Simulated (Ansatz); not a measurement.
AgI (P6_3mc) from a database structure was relaxed with 3 functionals in Ansatz 0.2.0, cell and atoms free, the symmetry of the start kept (meshes: PBE-D3(BJ) 6×6×2, r2SCAN+rVV10 6×6×2, PBE-D4 6×6×2). (Simulation; spin polarisation is off.)

The PBE-D4 result:
Space group P6_3mc (No. 186). a = 4.433 Å, b = 4.433 Å, c = 14.595 Å, α = 90.00°, β = 90.00°, γ = 120.00°
```csv
atom,site,symmetry,x,y,z
Ag,2a,3m.,0.0000,0.0000,0.3215
Ag,2b,3m.,0.6667,0.3333,0.4287
I,2a,3m.,0.0000,0.0000,0.0184
I,2b,3m.,0.6667,0.3333,0.2313
```

It is hexagonal, P6_3mc (No. 186); conventional cell a = 4.433 Å, c = 14.595 Å, 31.04 Å³ an atom. Around Ag lie 4 I at 2.87–2.88 Å and 3 Ag at 3.00 Å; around I lie 4 Ag at 2.87 Å; around I lie 4 Ag at 2.88 Å.

**Question.** What lattice does r2SCAN+rVV10 give?

**Answer.** a = 4.441 Å, c = 14.881 Å; the volume differs by +2.4 % from PBE-D4's. Ag is surrounded by 4 I at 2.86–2.89 Å and 3 Ag at 2.98 Å; I is surrounded by 4 Ag at 2.86–2.89 Å (further sites aren't listed).

**Question.** What lattice does PBE-D3(BJ) give?

**Answer.** a = 4.436 Å, c = 14.614 Å; the volume differs by +0.3 % from PBE-D4's. Ag has 4 I at 2.88 Å and 3 Ag at 3.00 Å; I has 4 Ag at 2.88 Å (further sites aren't listed).
